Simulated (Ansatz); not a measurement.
The system is BaTiO3.

```
Ba Ti O
1.0
     2.82737    1.63238    2.31839
    -2.82737    1.63238    2.31839
     0.00000   -3.26476    2.31839
Ba Ti O
1 1 3
Cartesian
  0.0000 0.0000 0.0000
  0.0000 0.0000 3.3698
  1.3885 -0.8017 2.3988
  -1.3885 -0.8017 2.3988
  0.0000 1.6033 2.3988
```

- Program: Ansatz 0.2.0
- Task: relaxation of cell and atoms
- Functional: BLYP
- Dispersion: D3(BJ)
- Potentials or basis: Ansatz PAW
- Cutoff: 420 eV (not typed: the program's choice for these potentials)
- k mesh: 7 × 7 × 7
- Occupations: fermi-dirac, width 0.05 eV
- Spin: no spin polarisation

At the start: volume 12.84 Å³/atom.

**Question.** Where does the relaxation end?

**Answer.** It ends after 7 steps and the volume is 13.06 Å³/atom (+1.7 %); space group R3m (No. 160, to 0.05 Å).

Step by step:
```
step  energy change (eV)  largest force (eV/Å)  volume (Å³)
   1              0.0000                0.2149        64.20
   2             -0.0078                0.0196        65.22
   3             -0.0078                0.0069        65.25
   4             -0.0078                0.0029        65.26
   5             -0.0122                0.0030        65.26
   6             -0.0120                0.0028        65.31
   7             -0.0123                0.0028        65.31
```

Final structure:
```yaml
crystal:
  lattice:
    - [2.84301, 1.64141, 2.33262]
    - [-2.84301, 1.64141, 2.33262]
    - [0.00000, -3.28283, 2.33262]
  atoms:
    - { symbol: Ba, position: [0.99676, 0.99676, 0.99676] }
    - { symbol: Ti, position: [0.48435, 0.48435, 0.48435] }
    - { symbol: O, position: [0.51018, 0.01772, 0.51018] }
    - { symbol: O, position: [0.01772, 0.51018, 0.51018] }
    - { symbol: O, position: [0.51018, 0.51018, 0.01772] }
```

Caveat: the plane-wave basis is chosen anew once the cell has moved, so the energies of steps on either side of that aren't comparable; the pressure holds a Pulay correction of +0.6 GPa for the finite cutoff; the PAW data sets come from PBE, with cores solved anew for the run's functional, which leaves a small shift of forces and pressure.
